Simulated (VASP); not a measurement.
# SnTe: single point with PBE

Crystal: SnTe.

```
Te Sn
1.0
     0.00000    3.15085    3.15085
     3.15085    0.00000    3.15085
     3.15085    3.15085    0.00000
Te Sn
1 1
Direct
  0.50000 0.50000 0.50000
  0.00000 0.00000 0.00000
```

| Quantity | Value |
| --- | --- |
| Program | VASP 6.6.1 |
| Task | single point |
| Functional | PBE |
| Potentials or basis | VASP PAW PBE potentials, release 64 (Te, Sn_d) |
| Cutoff | 520 eV |
| k mesh | 7 × 7 × 7 |
| Occupations | gaussian, width 0.023 eV |
| Spin | no spin polarisation |
| Further INCAR settings | ALGO = Normal; EDIFF = 1e-06; NBANDS = 17 |

The pressure is 2.2 GPa.

Levels at points of the mesh, in eV from the Fermi level:
```tsv
k point	band 6	band 7	band 8	band 9	band 10	band 11	band 12	band 13	band 14	band 15
(0.00, 0.00, 0.00)	-12.67	-4.54	-2.01	-2.01	-2.01	3.49	3.49	3.49	4.89	4.89
```

Run time: 12 s on 1 thread of Intel(R) Xeon(R) Platinum 8488C (Sapphire Rapids) (shared host), peak memory 0.2 GiB.

Caveat: this odd mesh misses L, where the gap lies, so gap, dielectric constants and Born charges aren't listed. Spin-orbit coupling is left out, which matters for the levels of Te.
